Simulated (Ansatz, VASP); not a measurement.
# SiC: VASP beside Ansatz

```
Si C
1.0
     2.90505    0.00000    0.00000
    -1.45253    2.51585    0.00000
     0.00000    0.00000    2.49599
Si C
1 1
Direct
  0.33333 0.66667 0.50000
  0.66667 0.33333 0.00000
```

Alike in both runs: functional PBE; k mesh 6 × 6 × 4; occupations gaussian, width 0.1 eV; no spin polarisation.

Ansatz relaxed the structure, and its values are those at the end. VASP's run is a single point on that final structure, the one shown.

|  | VASP | Ansatz |
| --- | --- | --- |
| version | VASP 6.6.1 | Ansatz 0.2.0 |
| potentials or method | VASP PAW PBE potentials, release 64 (Si, C) | scalar-relativistic, plane waves, PAW |
| plane-wave cutoff (eV) | 520 | 420 |
| valence electrons in the cell | 8 | 8 |

|  | VASP | Ansatz | Ansatz less VASP |
| --- | --- | --- | --- |
| gap on the k mesh at the Fermi level (eV) | none | none | - |
| pressure (GPa) | 0.2 | 0.1 | -0.09 |

A gap of «none» marks a metal or a gap that the smearing closes. The functional is the same, so the differences come from potentials, cutoffs and numerics.

Caveats: the k mesh is coarse (spacing up to 0.63 Å⁻¹), so the values aren't converged.
